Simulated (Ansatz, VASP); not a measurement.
One calculation of Ru, two programs

```
CELL_PARAMETERS angstrom
2.68968 0.00000 0.00000
-1.34484 2.32934 0.00000
0.00000 0.00000 4.76270
ATOMIC_POSITIONS crystal
Ru 0.33333 0.66667 0.25000
Ru 0.66667 0.33333 0.75000
```

Alike in both runs: task single point; functional PBEsol; k mesh 18 × 18 × 10; occupations gaussian, width 0.15 eV; no spin polarisation.

|  | VASP | Ansatz |
| --- | --- | --- |
| version | VASP 6.6.1 | Ansatz 0.2.0 |
| potentials or method | VASP PAW PBE potentials, release 64 (Ru_pv) | scalar-relativistic, plane waves, PAW |
| plane-wave cutoff (eV) | 520 | 420 |
| valence electrons in the cell | 28 | 32 |

```tsv
	VASP	Ansatz	Ansatz less VASP
gap on the k mesh at the Fermi level (eV)	none	none	-
pressure (GPa)	-26.9	-26.8	+0.17
largest component of the traceless stress (GPa)	25.82	25.88	+0.057
```

A gap of «none» marks a metal or a gap that the smearing closes. The two sets of potentials don't hold the same shells in valence. Ansatz warned: «pseudo_functional_mismatch».

Caveats: so large a pressure means that the cell lies far from this level's equilibrium, or that cutoff or potentials fall short (VASP); the potentials were made for another functional, which shifts forces and pressure (VASP).
